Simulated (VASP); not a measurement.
BeS:

```
S Be
1.0
     0.00000    2.42500    2.42500
     2.42500    0.00000    2.42500
     2.42500    2.42500    0.00000
S Be
1 1
Cartesian
  3.6375 3.6375 3.6375
  0.0000 0.0000 0.0000
```

Base run:

| Item | Value |
| --- | --- |
| Program | VASP 6.6.1 |
| Functional | PBE |
| Potentials or basis | VASP PAW PBE potentials, release 64 (S, Be) |
| Cutoff | 520 eV |
| k mesh | 10 × 10 × 10 |
| Occupations | gaussian, width 0.02 eV |
| Spin | no spin polarisation |

Its results: band gap on the k mesh 3.11 eV, indirect (least direct gap 5.67 eV).

Task: The run is repeated on the same cell with these changes: functional from PBE to LDA; potentials or basis from VASP PAW PBE potentials, release 64 (S, Be) to VASP PAW LDA potentials, release 64 (S, Be). What comes out?

Result: Band gap on the k mesh 2.90 eV, indirect (least direct gap 5.54 eV).
